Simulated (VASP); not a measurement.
Write the native input for VASP 6.6.1 that does the following.

- Task: single point
- Functional: PBEsol
- Potentials or basis: VASP PAW PBE potentials, release 64 (Si)
- Cutoff: 900 eV
- k mesh: 9 × 9 × 9
- Occupations: gaussian, width 0.02 eV
- Spin: no spin polarisation
- Further INCAR settings: ADDGRID = False; ALGO = Normal; EDIFF = 1e-08

The structure of Si lies in POSCAR:

```
Si
1.0
   -1.6269149300      1.6269149300      1.3203298500
    1.6269149300     -1.6269149300      1.3203298500
    1.6269149300      1.6269149300     -1.3203298500
Si
1
Direct
    0.0000000000      0.0000000000      0.0000000000
```

This isn't the form of Si at room conditions, which is diamond.

The input as run:

INCAR

```
SYSTEM = Si
PREC     = Accurate       ! precision mode
ENCUT    = 900            ! plane-wave cutoff, eV
EDIFF    = 1E-8           ! SCF threshold, eV
ISMEAR   = 0              ! smearing method
SIGMA    = 0.02           ! smearing width, eV
LREAL    = .False.        ! projectors in reciprocal space
LASPH    = .True.         ! aspherical terms in the spheres
NELM     = 100            ! most SCF steps
ALGO     = Normal         ! electronic algorithm
ISIF     = 2              ! what is computed and relaxed
LWAVE    = .False.        ! write WAVECAR
LCHARG   = .False.        ! write CHGCAR
GGA      = PS             ! functional
ADDGRID  = .False.
```

KPOINTS

```
Automatic mesh
0
Gamma
  9 9 9
  0 0 0
```

Potentials or basis: VASP PAW PBE potentials, release 64 (Si).

Command:

```sh
$ cat potpaw_PBE.64/Si/POTCAR > POTCAR
$ mpirun -np 1 vasp_std > vasp.out
```

Results of the run:

* Pressure: 1.5 GPa
* Band gap on the k mesh: none (metal or under the smearing width)

Caveat: the PAW data sets were made with another functional, which shifts forces and pressure a little.

Run time: 6.2 s on 1 thread of Intel(R) Xeon(R) 6975P-C (Granite Rapids), with other jobs on the host, peak memory 0.15 GiB.
